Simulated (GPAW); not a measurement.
Runs of GPAW 26.7.0 on BP. It takes space group F-43m (No. 216, cubic). The conventional cell has a = 4.538 Å, b = 4.538 Å, c = 4.538 Å, α = 90.00°, β = 90.00°, γ = 90.00°. P (site symmetry -43m) has 4 B at 1.97 Å as nearest neighbours. B (site symmetry -43m) is surrounded by 4 P at 1.97 Å. 

```tsv
task	level	potentials or basis	cell	k mesh	cutoff (eV)	smearing	optimizer	fmax	max steps	convergence	older calculator (legacy_gpaw)	mesh quality	gap on the mesh (eV)	pressure (GPa)	V0 of scaled cells (Å³/atom)	relaxed volume (Å³/atom)	B0 (GPa)
equation of state	PBE	PAW data sets generated in the run's folder for this functional, pw	as given	10 × 10 × 10	800	fermi-dirac 0.05 eV	-	-	-	-	-	not flagged	-	-	(b)	-	162
relaxation of cell and atoms	RPBE+D3(BJ)	the program's PAW data sets (release 1.2.1) made for this functional, pw	relaxed	10 × 10 × 10	800	fermi-dirac 0.05 eV	LBFGS	0.02 eV/Å	100	density=1e-05 forces=0.0001	-	not flagged	1.12	-0.1	-	10.63	-
equation of state	optB88-vdW	GPAW PAW data sets (gpaw-data 1.2.1), pw	as given	10 × 10 × 10	800	fermi-dirac 0.05 eV	-	-	-	-	yes	not flagged	-	-	11.84	-	160
relaxation of cell and atoms	PBEsol+D4	PAW data sets generated in the run's folder for this functional, pw	relaxed	10 × 10 × 10	800	fermi-dirac 0.05 eV	BFGS	0.02 eV/Å	60	density=1e-05 forces=0.0001	-	not flagged	1.10	0.1	-	11.37	-
band structure	revTPSS	GPAW PAW data sets (gpaw-data 1.2.1), pw	as given	10 × 10 × 10	800	fermi-dirac 0.05 eV	-	-	-	-	-	not flagged	1.18	-0.4	-	-	-
equation of state	LDA	the program's PAW data sets (release 1.2.1) made for this functional, pw	as given	10 × 10 × 10	800	fermi-dirac 0.05 eV	-	-	-	-	-	not flagged	-	-	11.34	-	176
equation of state	PBE	JTH PAW 2.0, PBE, pw	as given	10 × 10 × 10	800	fermi-dirac 0.05 eV	-	-	-	-	-	not flagged	-	-	11.74	-	163
Born charges	PBE+D3(BJ)+ATM	GPAW PAW data sets (gpaw-data 1.2.1), pw	relaxed	6 × 6 × 6	680	fermi-dirac 0.01 eV	-	-	-	density=1e-06 eigenstates=1e-09	-	coarse	(a)	0.0	-	-	-
band structure	mBEEF	GPAW PAW data sets (gpaw-data 1.2.1), pw	as given	10 × 10 × 10	800	fermi-dirac 0.05 eV	-	-	-	-	-	not flagged	1.62	-1.6	-	-	-
relaxation of cell and atoms	PBEsol	PAW data sets generated in the run's folder for this functional, pw	relaxed	10 × 10 × 10	800	fermi-dirac 0.05 eV	BFGS	0.02 eV/Å	60	density=1e-05 forces=0.0001	-	not flagged	1.12	0.0	-	11.56	-
equation of state	BLYP+D3	PAW data sets generated in the run's folder for this functional, pw	as given	10 × 10 × 10	800	fermi-dirac 0.05 eV	-	-	-	-	-	not flagged	-	-	11.85	-	156
```

Alike in all rows: no spin polarisation.

Question: Estimate the missing entries.

Answer: (a) 1.30; (b) 11.79.

Caveats: later steps reuse the first step's grids (some runs); the PAW data sets were made with another functional, which shifts forces and pressure a little (some runs); the program truncates these outside data sets (some runs); the cutoff is short for stress and forces, so pressures can be off by a GPa or more (some runs); the LO-TO splitting is left out (some runs).

A k mesh can miss the band edges.

Not every run made on this cell is shown here.
